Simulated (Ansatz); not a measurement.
Method: DFT PBE, scalar-relativistic, plane waves, PAW (Ansatz 0.2.0). All cells share a 420 eV cutoff and Γ-centred k meshes spaced at most about 0.3 Å⁻¹ (about 0.25 or finer for metals, 2π included). No spin polarisation.

These are static total energies at zero pressure.

Question: Order these relaxed structures of B3N by energy, lowest first, with the energy over the lowest of them.
1.

Space group P-4m2 (No. 115). a = 2.463 Å, b = 2.463 Å, c = 4.446 Å, α = 90.00°, β = 90.00°, γ = 90.00°
```json
{"atom": "B", "site": "2g", "symmetry": "2mm.", "x": "0.5000", "y": "0.0000", "z": "0.7039"}
{"atom": "B", "site": "1a", "symmetry": "-4m2", "x": "0.0000", "y": "0.0000", "z": "0.0000"}
{"atom": "N", "site": "1c", "symmetry": "-4m2", "x": "0.5000", "y": "0.5000", "z": "0.5000"}
```

2.

Space group P-3m1 (No. 164). a = 4.222 Å, b = 4.222 Å, c = 4.621 Å, α = 90.00°, β = 90.00°, γ = 120.00°
| atom | site | symmetry | x | y | z |
| --- | --- | --- | --- | --- | --- |
| B | 6i | .m. | 0.1394 | 0.2788 | 0.1570 |
| N | 2d | 3m. | 0.3333 | 0.6667 | 0.2414 |

Answer: 1 (0 meV/atom), 2 (317 meV/atom). Counting B atoms around N (those within 1.25 times the shortest such distance or 1.15 times the sum of covalent radii, 1.27 where that leaves under three): cell 1 has N 4; cell 2 has N 3. Cell 1 holds B–B nets (shortest 1.80 Å); cell 2 holds B–B units of three or more atoms (shortest 1.77 Å). Both come from invented guesses. The lowest form computed is the arrangement of cell 1 in a distorted form (P222_1), 5 meV/atom below it.

Weakly bound directions are ill-defined at this level, which has no dispersion term (P-3m1), and this can change margins and order among such cells. Cells relaxed within their symmetry can be saddle points. Some structure types and database cells were kept out of the candidates from the start, so a known form may be missing.
